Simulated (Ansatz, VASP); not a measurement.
## MgI2: VASP beside Ansatz

Wanted: the spread between two codes on one cell, functional and k mesh. The structure shown is the start of the Ansatz relaxation below; VASP solves that cell, so the two are compared at the walk's first step.

Method: plane waves, with VASP 6.6.1 beside it; single point at PBEsol with D3(BJ), in Ansatz 0.2.0.

### Step 1. The structure

The cell holds 6 atoms: 2 Mg and 4 I. Cell: a = 4.210 Å, b = 4.210 Å, c = 47.000 Å, α = 90.0°, β = 90.0°, γ = 120.0°. It derives from I2Mg1. Vacuum lies along c.

### Step 2. Ansatz: relaxation, PBEsol with D3(BJ)

Ansatz runs on its default PAW (the set named soft_2) files.

The two programs are compared at the cell with which this relaxation starts, whose forces are those of its first step.

input.yaml reads:

```yaml
crystal:
  lattice:
    - [4.21, 0.0, 0.0]
    - [-2.105, 3.6459669499, 0.0]
    - [0.0, 0.0, 47.0]
  atoms:
    - { symbol: Mg, position: [0.0, 0.0, 0.4304255319] }
    - { symbol: I, position: [0.3333333333, 0.6666666667, 0.4659574468] }
    - { symbol: I, position: [0.6666666667, 0.3333333333, 0.3948936171] }
    - { symbol: Mg, position: [0.0, 0.0, 0.5695744681] }
    - { symbol: I, position: [0.3333333333, 0.6666666667, 0.6051063829] }
    - { symbol: I, position: [0.6666666667, 0.3333333333, 0.5340425532] }
  periodic: [true, true, false]
kpoints:
  mp_grid: { grid: [6, 6, 1] }
hamiltonian:
  xc: pbesol
  dispersion: d3bj
scf:
  occupations: { method: fermi_dirac, width: 0.02 }
relax:
  f_tol: 0.01
  max_steps: 100
  cell: {}
```

Run with:

```sh
> ansatz run input.yaml --threads 8 --pin off --max-ram 17510MiB --backend cpu --events-out ev --progress --plain --runs-dir out
```

Numbers of over 12 decimals in the logs are rounded to 6 here.

Output:

```text
Engine: ansatz 0.2.0, aarch64-unknown-linux-gnu
Pseudopotentials: kind: paw
Pseudopotential: Mg, paw, valence charge 10, recommended cutoff 420 eV (normal), Mg.paw.azcp
Pseudopotential: I, paw, valence charge 17, recommended cutoff 420 eV (normal), I.paw.azcp
Functional definition: PBEsol
  exchange = pbesol_x
  correlation = pbesol_c
Crystal: 6 atoms, lattice volume = 721.427 Å³
Basis set: ecut = 420 eV, 13939 PW (Γ), exchange–correlation on 60×60×640 points (8 copies of the dense FFT grid, shifted against one another)
Bands: 53, of which v1, the nominal top of the filled ones, is band 44 counted from 1 (43 counted from 0)
Symmetry: 12 space group operations
Space group: P-3m1 (ITA 164), of the structure as read, at distance tolerance 9.0e-5 Å
k-points: 7 of 36
Non-local potential: Mg, projectors of the file, l = 0: 3, l = 1: 2, l = 2: 1
Non-local potential: I, projectors of the file, l = 0: 2, l = 1: 2, l = 2: 2, l = 3: 2
PAW form: soft (Blöchl's): semilocal exchange-correlation on the pseudo side does not see the compensation charge
PAW frozen core: Mg, regenerated for the run's functional, and the local potential with it (the file was generated under x = pbe(κ = 0.804, μ = 0.219515), c = pbe(β = 0.066725))
PAW frozen core: I, regenerated for the run's functional, and the local potential with it (the file was generated under x = pbe(κ = 0.804, μ = 0.219515), c = pbe(β = 0.066725))
PAW one-centre angular grid: Mg, 110 points (default); XC on 64 Gauss nodes
PAW one-centre angular grid: I, 590 points (default); XC on 64 Gauss nodes
Initial density: superposition of atomic densities (neutral atoms: chi_scale 0, normalization atom), corrected by the library's trained network
Initial wavefunctions: pseudopotential atomic-orbital guess
Functional: x = pbesol(κ = 0.804, μ = 0.123457), c = pbesol(β = 0.046)
SCF iter   1: F=—  HF=-33560.995856 eV  |F-HF|=—  |Δ(HF+E_count)|=         —  Δρ=1.18e-3  dr2=1.75e-2  ethr=1.77e-3  ⟨swp⟩=22.1  Hψ=2566  notcnv=0  defer=3
preconditioner: auto → Resta (q_TF=auto, 1.921 Å⁻¹)  ε∞=1.6  [insulator: Δε(μ)=3.557 eV  Ē_g=9.827 eV  σ=0.020 eV  W_gap=1.00  n_scr=106 (ndim 8)  ℏωp=7.8 eV  f_vac=0.710  D(μ)=0.00/eV (n_scr^D=0)  ε∞_Penn≈1.6  vacuum switching on, ρ_ref=7.0e-3 e/Å³]
SCF iter   2: F=—  HF=-33560.989760 eV  |F-HF|=—  |Δ(HF+E_count)|=   6.10e-3  Δρ=5.82e-4  dr2=4.32e-3  ethr=1.99e-5  ⟨swp⟩=5.6  Hψ=1080  notcnv=0  defer=28
SCF iter   3: F=—  HF=-33560.989600 eV  |F-HF|=—  |Δ(HF+E_count)|=   1.60e-4  Δρ=2.91e-4  dr2=1.00e-3  ethr=4.91e-6  ⟨swp⟩=3.7  Hψ=603  notcnv=0  defer=28
SCF iter   4: F=—  HF=-33560.989747 eV  |F-HF|=—  |Δ(HF+E_count)|=   1.47e-4  Δρ=1.34e-4  dr2=1.39e-4  ethr=1.14e-6  ⟨swp⟩=2.9  Hψ=467  notcnv=0  defer=28
SCF iter   5: F=—  HF=-33560.989812 eV  |F-HF|=—  |Δ(HF+E_count)|=   6.46e-5  Δρ=3.58e-5  dr2=1.37e-5  ethr=1.58e-7  ⟨swp⟩=3.0  Hψ=521  notcnv=0  defer=28
SCF iter   6: F=—  HF=-33560.989656 eV  |F-HF|=—  |Δ(HF+E_count)|=   1.55e-4  Δρ=7.41e-6  dr2=3.21e-7  ethr=1.56e-8  ⟨swp⟩=3.1  Hψ=566  notcnv=0  defer=28
SCF iter   7: F=-33560.989658 eV  HF=-33560.989658 eV  |F-HF|=2.74e-7  |Δ(HF+E_count)|=   1.39e-6  Δρ=2.06e-6  dr2=2.70e-8  ethr=1.14e-10  ⟨swp⟩=6.7  Hψ=1472  notcnv=0
SCF 1 converged in 7 iterations: F = -33560.989658 eV  dr2 = 2.70e-8
  greatest PAW one-centre occupation: 1.000 electrons in one spin orbital (limit 2), on the Mg atom at site 3 (counted from 0), in its partial waves of l = 0
relax step   1: F+E_penalty+E_count = -33560.98965806 eV  Δ(F+E_penalty+E_count) = +0.000e0 eV  max|allowed force component| = 2.294e-1 eV/Å  Δτ_max = 0.0000 Å  P = -3.138 N/m  Ω = 721.427 Å³  fix = [c, alpha, beta]  reactions: c -0.000 N/m  (7 SCF iters, dr2 threshold 1.00e-7 eV, accepted)
[...]
relax step   3: F+E_penalty+E_count = -33561.06901669 eV  Δ(F+E_penalty+E_count) = +5.858e-3 eV  max|allowed force component| = 2.159e-1 eV/Å  Δτ_max = 0.1340 Å  P = +0.759 N/m  Ω = 661.758 Å³  energy of the carried Pulay correction = +1.967e-3 eV  fix = [c, alpha, beta]  (7 SCF iters, dr2 threshold 6.00e-7 eV, rejected (line search))
[...]
relax step   4: F+E_penalty+E_count = -33561.09552159 eV  Δ(F+E_penalty+E_count) = -2.065e-2 eV  max|allowed force component| = 3.835e-2 eV/Å  Δτ_max = 0.0649 Å  P = -0.092 N/m  Ω = 675.172 Å³  energy of the carried Pulay correction = +1.510e-3 eV  fix = [c, alpha, beta]  reactions: c -0.000 N/m  (10 SCF iters, accepted)
[...]
relax step   5: F+E_penalty+E_count = -33561.09620158 eV  Δ(F+E_penalty+E_count) = -6.800e-4 eV  max|allowed force component| = 5.390e-3 eV/Å  Δτ_max = 0.0165 Å  P = -0.014 N/m  Ω = 673.146 Å³  energy of the carried Pulay correction = +1.579e-3 eV  fix = [c, alpha, beta]  reactions: c -0.000 N/m  (5 SCF iters, dr2 threshold 9.19e-8 eV, accepted)
[...]
relax step   6: F+E_penalty+E_count = -33561.09453935 eV  Δ(F+E_penalty+E_count) = +1.662e-3 eV  max|allowed force component| = 5.472e-3 eV/Å  Δτ_max = 0.0000 Å  P = -0.013 N/m  Ω = 673.146 Å³  fix = [c, alpha, beta]  reactions: c -0.000 N/m  stress off target by 1.33e-2 N/m on what of the cell is left free  SCF on the basis re-selected at this cell (its energy is not comparable with the rows above)  (7 SCF iters)
basis re-selected at this cell: Δ(F+E_penalty+E_count) = +1.662e-3 eV, ΔP = +0.000 N/m vs the last step (what re-selecting the basis moved, of the pressure what is left beyond the Pulay correction that the steps carried, after the strain that the cell walked since its last selection, with what the two solves' SCF thresholds leave and, on support functions, any second-order correction that the steps lacked; it is no m [...]
SCF converged after 7 iterations
Free energy (F): -33561.094539 eV
Harris-Foulkes:  -33561.094539 eV  (|F-HF|=1.89e-10)
Internal energy: -33561.094539 eV  (E = F + TS)
E sigma→0 (E₀):  -33561.094539 eV
Fermi energy:    -4.484556 eV
--- Per-component energies (eV) ---
  E_band       = -3229.098321
  E_kinetic    = 911.303227
  E_local      = -380215.438923  (includes V_loc(G=0)·N_el)
  E_nonlocal   = -161.973170
  E_hartree    = 189276.220831
  E_xc         = -566.949582
  E_vxc        = -589.371023  (∫ρ·V_xc dr)
  E_paw        = -19511.132347  (= ΣΔE_a)
  E_vpaw       = -1726.060285  (= ΣTr[D̂ρ^β])
  E_aug_tail   = 0.000029  (compensation charges beyond the density's cutoff)
  E_ewald      = 176706.617227
  E_disp       = -1.508125  (pairwise vdW)
  E_core_change = 1.766293  (= ΣΔE_core)
  E_smearing   = -0.000000  (= −TS)
  E_closure    = 0.000000  (closes the sum)
  Σ components = -33561.094539   (vs F -33561.094539, Δ=0.00e0)
--- Forces (eV/Å), atoms counted from 1 ---
  atom   1  Mg    -0.00000000     0.00000000     0.00547226
  atom   2  I     -0.00000000     0.00000000    -0.00437336
  atom   3  I      0.00000000    -0.00000000     0.00069879
  atom   4  Mg     0.00000000    -0.00000000    -0.00547226
  atom   5  I      0.00000000     0.00000000    -0.00069879
  atom   6  I     -0.00000000    -0.00000000     0.00437336
  max |Σ_I F_I| component: 1.73e-18 eV/Å
--- 2D stress c σ (N/m, compression-positive) ---
       -0.013347       0.000000      -0.000000
        0.000000      -0.013347      -0.000000
       -0.000000      -0.000000      -0.000000
  P = ½ c Tr σ = -0.0133 N/m
--- Relaxed structure (5 steps of the walk, 4 accepted, 1 SCFs on fresh bases) ---
  F+E_penalty+E_count = -33561.09453935 eV   max|allowed force component| = 5.472e-3 eV/Å   (the final SCF, on the basis selected at the relaxed cell)
  cell:  # Å, volume = 673.1464 Å³
    - [4.066685, 0.0, 0]
    - [-2.033342, 3.521852, 0]
    - [0, 0, 47.0]
  atoms:
    - { symbol: Mg, position: [-9.616572551382065e-19, 0, 0.429754] }
    - { symbol: I, position: [0.333333, 0.666667, 0.465379] }
    - { symbol: I, position: [0.666667, 0.333333, 0.394052] }
    - { symbol: Mg, position: [9.616572551382061e-19, 0, 0.570246] }
    - { symbol: I, position: [0.333333, 0.666667, 0.605948] }
    - { symbol: I, position: [0.666667, 0.333333, 0.534621] }
```

Reading the cycles: dr2 is the Hartree energy of the density residual (eV), the measure of convergence; HF is the Harris–Foulkes estimate of the energy, which meets the free energy F at convergence.

### Step 3. VASP: single point, PBEsol with D3(BJ), start cell, pair 1

The same cell, functional, mesh and smearing now go to VASP, with its own data sets.

Lines of VASP's logs that name or quote its potential files are left out, and so is its time.

INCAR reads:

```
SYSTEM = MgI2
PREC = Accurate
ENCUT = 520
EDIFF = 1E-06
NELM = 120
ISMEAR = -1
SIGMA = 0.02
LREAL = .FALSE.
ALGO = Normal
GGA = PS
IVDW = 12
NBANDS = 22
LORBIT = 11
LWAVE = .FALSE.
LCHARG = .FALSE.
ISIF = 2
LDIPOL = .TRUE.
IDIPOL = 3
DIPOL = 0.5 0.5 0.5
LVHAR = .TRUE.
LASPH = .TRUE.
GGA_COMPAT = .FALSE.
EFERMI = MIDGAP
NELMDL = -8
KPAR = 2
```

POSCAR reads:

```
MgI2
1.0
    4.2100000000      0.0000000000      0.0000000000
   -2.1050000000      3.6459670000      0.0000000000
    0.0000000000      0.0000000000     47.0000000000
Mg I
2 4
Direct
    0.0000000000      0.0000000000      0.4304255319
    0.0000000000      0.0000000000      0.5695744681
    0.3333333790      0.6666667581      0.4659574468
    0.6666666210      0.3333332419      0.3948936170
    0.3333333790      0.6666667581      0.6051063830
    0.6666666210      0.3333332419      0.5340425532
```

KPOINTS reads:

```
Automatic mesh
0
Gamma
6 6 1
0 0 0
```

The projector-augmented-wave data sets are Mg and I (PBE family, release 64).

Run with:

```sh
> mpirun -np 2 vasp_std
```

Output:

```text
[banner, memory and clock lines left out]
running    2 mpi-ranks, on    1 nodes
 distrk:  each k-point on    1 cores,    2 groups
 distr:  one band on    1 cores,    1 groups

 POSCAR found type information on POSCAR MgI
 POSCAR found :  2 types and       6 ions
|                                                                             |
|               ----> ADVICE to this user running VASP <----                  |
|                                                                             |
|     You enforced a specific xc type in the INCAR file but a different       |
|     [... a line on the potential file left out ...]
|     I HOPE YOU KNOW WHAT YOU ARE DOING!                                     |
|                                                                             |

 LDA part: xc-table for (Slater+PW92), standard interpolation
 POSCAR, INCAR and KPOINTS ok, starting setup
 FFT: planning ... GRIDC
 FFT: planning ... GRID_SOFT
 FFT: planning ... GRID
 WAVECAR not read
 entering main loop
       N       E                     dE             d eps       ncg     rms          rms(c)
DAV:   1     0.248906271845E+03    0.24891E+03   -0.85500E+03   308   0.961E+02
DAV:   2     0.259175090504E+02   -0.22299E+03   -0.21358E+03   510   0.153E+02
DAV:   3    -0.151026989701E+02   -0.41020E+02   -0.40800E+02   382   0.763E+01
DAV:   4    -0.170830897090E+02   -0.19804E+01   -0.19784E+01   426   0.220E+01
DAV:   5    -0.171192500860E+02   -0.36160E-01   -0.36156E-01   424   0.359E+00
DAV:   6    -0.171201356156E+02   -0.88553E-03   -0.88550E-03   426   0.475E-01
DAV:   7    -0.171201693137E+02   -0.33698E-04   -0.33697E-04   424   0.935E-02
DAV:   8    -0.171201708813E+02   -0.15676E-05   -0.15667E-05   322   0.179E-02    0.548E+00
DAV:   9    -0.168367941596E+02    0.28338E+00   -0.34089E-01   326   0.227E+00    0.369E+00
DAV:  10    -0.167779711366E+02    0.58823E-01   -0.40187E-01   362   0.255E+00    0.774E-01
DAV:  11    -0.167650786248E+02    0.12893E-01   -0.64210E-02   338   0.107E+00    0.433E-01
DAV:  12    -0.167649661524E+02    0.11247E-03   -0.38000E-03   386   0.319E-01    0.237E-01
DAV:  13    -0.167647869547E+02    0.17920E-03   -0.54742E-04   344   0.109E-01    0.822E-02
DAV:  14    -0.167647944066E+02   -0.74519E-05   -0.53321E-05   374   0.324E-02    0.292E-02
DAV:  15    -0.167648065268E+02   -0.12120E-04   -0.10055E-05   362   0.163E-02    0.351E-02
DAV:  16    -0.167648119412E+02   -0.54144E-05   -0.20223E-06   264   0.654E-03    0.969E-03
DAV:  17    -0.167648247671E+02   -0.12826E-04   -0.24238E-06   286   0.674E-03    0.200E-02
DAV:  18    -0.167648324225E+02   -0.76554E-05   -0.55058E-07   250   0.334E-03    0.153E-02
DAV:  19    -0.167648377781E+02   -0.53556E-05   -0.52281E-07   232   0.283E-03    0.265E-03
DAV:  20    -0.167648537554E+02   -0.15977E-04   -0.11609E-06   266   0.349E-03    0.400E-03
DAV:  21    -0.167648568468E+02   -0.30914E-05   -0.11225E-07   250   0.140E-03    0.173E-03
DAV:  22    -0.167648571238E+02   -0.27693E-06   -0.91263E-09   226   0.632E-04
   1 F= -.18181834E+02 E0= -.18181834E+02  d E =0.000000E+00
```

Parts of OUTCAR (step 3):

```text
ion  position               nearest neighbor table
   1  0.000  0.000  0.430-   3 2.95   4 2.95   4 2.95   3 2.95   4 2.95   3 2.95
   2  0.000  0.000  0.570-   5 2.95   6 2.95   6 2.95   5 2.95   6 2.95   5 2.95
   3  0.333  0.667  0.466-   1 2.95   1 2.95   1 2.95
   4  0.667  0.333  0.395-   1 2.95   1 2.95   1 2.95
   5  0.333  0.667  0.605-   2 2.95   2 2.95   2 2.95
   6  0.667  0.333  0.534-   2 2.95   2 2.95   2 2.95

  LATTYP: Found a hexagonal cell.
 ALAT       =     4.2100000000
 C/A-ratio  =    11.1638954869

 Subroutine GETGRP returns: Found 12 space group operations
 (whereof 12 operations were pure point group operations)

The static configuration has the point symmetry D_3d.

 Found      7 irreducible k-points:

   k-points           NKPTS =      7   k-points in BZ     NKDIM =      7   number of bands    NBANDS=     22

   dimension x,y,z NGX =    32 NGY =   32 NGZ =  350
   dimension x,y,z NGXF=    64 NGYF=   64 NGZF=  700

   ENCUT  =  520.0 eV  38.22 Ry    6.18 a.u.   7.83  7.83 87.39*2*pi/ulx,y,z

   NELECT =      32.0000    total number of electrons

 k-points in reciprocal lattice and weights: Automatic mesh
   0.00000000  0.00000000  0.00000000       0.028
   0.16666667 -0.00000000  0.00000000       0.167
   0.33333333  0.00000000  0.00000000       0.167
   0.50000000 -0.00000000  0.00000000       0.083
   0.16666667  0.16666667  0.00000000       0.167
   0.33333333  0.16666667  0.00000000       0.333
   0.33333333  0.33333333  0.00000000       0.056

 dipolmoment           0.000000      0.000000     -0.000000 electrons x Angstroem

 average (electrostatic) potential at core
       1 -44.7405       2 -44.7405       3 -98.3742       4 -98.3466       5 -98.3466
       6 -98.3742

 E-fermi :  -2.2613

 k-point     1 :       0.0000    0.0000    0.0000
  band No.  band energies     occupation
    ...
     12      -4.1244      2.00000
     13      -4.1244      2.00000
     14      -4.1038      2.00000
     15      -4.0400      2.00000
     16      -4.0400      2.00000
     17      -0.3093      0.00000
     18       0.2398      0.00000
     19       0.6665      0.00000
     20       0.7273      0.00000
     21       2.0818      0.00000
    ...

 k-point     2 :       0.1667   -0.0000    0.0000
  band No.  band energies     occupation
    ...
     12      -4.5893      2.00000
     13      -4.5743      2.00000
     14      -4.2229      2.00000
     15      -4.0860      2.00000
     16      -4.0509      2.00000
     17       0.4233      0.00000
     18       0.5834      0.00000
     19       1.3229      0.00000
     20       1.4736      0.00000
     21       2.0291      0.00000
    ...

 k-point     3 :       0.3333    0.0000    0.0000
  band No.  band energies     occupation
    ...
     12      -4.9847      2.00000
     13      -4.6126      2.00000
     14      -4.4713      2.00000
     15      -4.3524      2.00000
     16      -4.2801      2.00000
     17      -0.1833      0.00000
     18       0.0685      0.00000
     19       1.1915      0.00000
     20       1.4732      0.00000
     21       1.9805      0.00000
    ...

 Edisp (eV)   -1.41698

  Total      -3.05072    -3.05072    -1.48328    -0.00000     0.00000    -0.00000
  in kB      -6.77516    -6.77516    -3.29413    -0.00000     0.00000    -0.00000
  external pressure =       -5.61 kB  Pullay stress =        0.00 kB

  energy-cutoff  :      520.00
  volume of cell :      721.43
      direct lattice vectors                 reciprocal lattice vectors
     4.210000000  0.000000000  0.000000000     0.237529691  0.137137829  0.000000000
    -2.105000000  3.645967000  0.000000000     0.000000000  0.274275659  0.000000000
     0.000000000  0.000000000 47.000000000     0.000000000  0.000000000  0.021276596

 POSITION                                       TOTAL-FORCE (eV/Angst)
 -----------------------------------------------------------------------------------
      0.00000      0.00000     20.23000         0.000000     -0.000000      0.018086
      0.00000      0.00000     26.77000         0.000000     -0.000000     -0.018086
     -0.00000      2.43065     21.90000        -0.000000     -0.000000     -0.234231
      2.10500      1.21532     18.56000         0.000000      0.000000      0.213637
     -0.00000      2.43065     28.44000         0.000000     -0.000000     -0.213637
      2.10500      1.21532     25.10000         0.000000      0.000000      0.234231
 -----------------------------------------------------------------------------------
    total drift:                                0.000000     -0.000000     -0.000000

  FREE ENERGIE OF THE ION-ELECTRON SYSTEM (eV)
  ---------------------------------------------------
  free  energy   TOTEN  =       -18.1818340493 eV

  energy  without entropy=      -18.1818340493  energy(sigma->0) =      -18.18183405

 vacuum level on the upper side and lower side of the slab         2.442         2.442

 total charge
# of ion       s       p       d       tot
------------------------------------------
    1        0.136   0.107   0.026   0.269
    2        0.136   0.107   0.026   0.269
    3        1.506   2.800   0.013   4.319
    4        1.503   2.805   0.011   4.320
    5        1.503   2.805   0.011   4.320
    6        1.506   2.800   0.013   4.319
--------------------------------------------------
tot          6.291  11.424   0.100  17.815

[... 3 further parts left out ...]
```

### Step 4. Differences

Known differences besides the potentials themselves: Ansatz cuts the interaction across the vacuum, VASP repeats the sheet with a dipole correction; the data sets hold 88 valence electrons in Ansatz (on its default PAW (the set named soft_2) files) and 32 in VASP; the cutoff is 420 eV in Ansatz and 520 eV in VASP; Ansatz makes its cores anew for this functional, VASP keeps those of its PBE data sets. Total energies have different zeros and are not compared.

Forces (eV/Å; atoms numbered as in POSCAR):

```tsv
atom	Ansatz x, y, z	VASP x, y, z
Mg1	0.000, 0.000, 0.018	0.000, 0.000, 0.018
Mg2	0.000, 0.000, -0.018	0.000, 0.000, -0.018
I3	0.000, 0.000, -0.229	0.000, 0.000, -0.234
I4	0.000, 0.000, 0.209	0.000, 0.000, 0.214
I5	0.000, 0.000, -0.209	0.000, 0.000, -0.214
I6	0.000, 0.000, 0.229	0.000, 0.000, 0.234
```

The forces differ by 2.3 meV/Å r.m.s., which is 2.2 % of the r.m.s. force of 0.106 eV/Å (both taken over all components). With vacuum in the cell, a pressure given here is an average over mostly empty space and none of the material.

(Part 1 of 2 ends here.)

[Lines on the potential files, build, host, timing and source positions are cut from VASP's logs without a mark.]

[Logs are printed without paths, hosts, clocks, repeated set-up lines and the standing remarks that a program may print on its own settings, such as how far it seeks lower states.]

[Hosts, paths, dates, database ids (printed as entryN), source tags and the programs' standing remarks are cut or masked in the printed files.]
